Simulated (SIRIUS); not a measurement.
Bi:

```
Bi
1.0
     2.26750    1.30914    3.93800
    -2.26750    1.30914    3.93800
     0.00000   -2.61828    3.93800
Bi
2
Direct
  0.76600 0.76600 0.76600
  0.23400 0.23400 0.23400
```

```yaml
Program: SIRIUS 7.10.0
Task: single point
Functional: PBEsol
Potentials_or_basis: PseudoDojo 0.4.1 PBEsol standard (scalar relativistic)
Cutoff: 915 eV
Density_cutoff: 3659 eV
k_mesh: 7 × 7 × 7
Occupations: fermi-dirac, width 0.05 eV
Spin: no spin polarisation
```

On this cell: pressure -0.3 GPa; largest force 0.149 eV/Å; band gap on the k mesh 0.26 eV.

The same run follows on a disturbed copy (atoms moved at random, drawn with an rms of 0.05 Å):

```
Bi
1.0
     2.26750    1.30914    3.93800
    -2.26750    1.30914    3.93800
     0.00000   -2.61828    3.93800
Bi
2
Direct
  0.77243 0.78624 0.75406
  0.23222 0.23858 0.23225
```

Question: What changes?

Answer: The energy moves by +10.0 meV/atom; pressure 0.3 GPa; largest force 0.456 eV/Å; band gap on the k mesh 0.23 eV.

Forces on the atoms (eV/Å):
```
Bi   0.044 -0.185 -0.414
Bi  -0.044  0.185  0.414
```

Stress tensor (GPa, compression positive):
```
-0.13  0.12 -0.23
 0.12  0.90  0.90
-0.23  0.90  0.26
```

Caveats: spin-orbit coupling is left out, which as a rule narrows the gap of such compounds by several tenths of an eV; an odd mesh through Γ misses points on the zone boundary, where band edges often lie.
